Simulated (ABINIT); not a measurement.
Write the native input for ABINIT 10.8.3 (patched build) that does the following.

| Item | Value |
| --- | --- |
| Task | band structure |
| Functional | WC |
| Potentials or basis | JTH PAW PBE v2.0 |
| Cutoff | 680 eV |
| k mesh | 11 × 11 × 11 |
| Occupations | fermi-dirac, width 0.05 eV |
| Spin | no spin polarisation |
| Fine-grid cutoff | 1278.94 eV |
| Exchange and correlation inside the PAW spheres | full angular mesh (pawxcdev 0, this build's default; the released program takes 1) |

Au:

```
Au
1.0
     0.00000    2.03500    2.03500
     2.03500    0.00000    2.03500
     2.03500    2.03500    0.00000
Au
1
Cartesian
  0.0000 0.0000 0.0000
```

The input as run:

run.abi

```
# Datasets: ground state, then fixed potential
ndtset 2

# Pseudopotentials
pp_dirpath "./"
pseudos "Au.GGA_PBE-JTH.xml"

# Structure
acell 3*1.0
rprim
     0.0000000000     3.8455926636     3.8455926636
     3.8455926636     0.0000000000     3.8455926636
     3.8455926636     3.8455926636     0.0000000000
ntypat 1
znucl 79
natom 1
typat 1
xred
     0.0000000000     0.0000000000     0.0000000000

# Plane-wave basis
ecut 25.0
pawecutdg 47.0

# Exchange and correlation
ixc 23

# Bands and occupations
occopt 3
tsmear 0.05 eV

# SCF cycle
nstep 100

# Output
iomode 3
prtwf 0
prteig 0
prtebands 0
prtden1 1
prtvha1 1
prtvclmb1 1
prtpot1 1

# Dataset 1
kptopt1 1
ngkpt1 11 11 11
nshiftk1 1
shiftk1 0.0 0.0 0.0
nband1 10
tolvrs1 1.0e-9

# Dataset 2: bands along G-X-W-K-G-L-U-W-L-K
iscf2 -2
getden2 1
nband2 14
nbdbuf2 2
tolwfr2 1.0e-12
kptopt2 -9
ndivsm2 5
prteig2 1
prtvol2 -3
kptbounds2
     0.0000000000     0.0000000000     0.0000000000
     0.5000000000     0.0000000000     0.5000000000
     0.5000000000     0.2500000000     0.7500000000
     0.3750000000     0.3750000000     0.7500000000
     0.0000000000     0.0000000000     0.0000000000
     0.5000000000     0.5000000000     0.5000000000
     0.6250000000     0.2500000000     0.6250000000
     0.5000000000     0.2500000000     0.7500000000
     0.5000000000     0.5000000000     0.5000000000
     0.3750000000     0.3750000000     0.7500000000
```

Potentials or basis: JTH PAW PBE v2.0.

Command:

```sh
$ abinit run.abi > log 2>&1
```

It gave:

* Pressure: 3.7 GPa
* Band gap on the k mesh: none (metal or under the smearing width)
* Valence electrons inside the program's atomic spheres: Au 9.51 (radii [1.3275] Å)

Caveat: the PAW data sets were made with another functional, which shifts forces and pressure a little; spin-orbit coupling is left out, which moves the levels of the heavy elements.

It took 64 s on 1 thread of Arm Neoverse V1, on a shared host, peak memory 0.11 GiB.
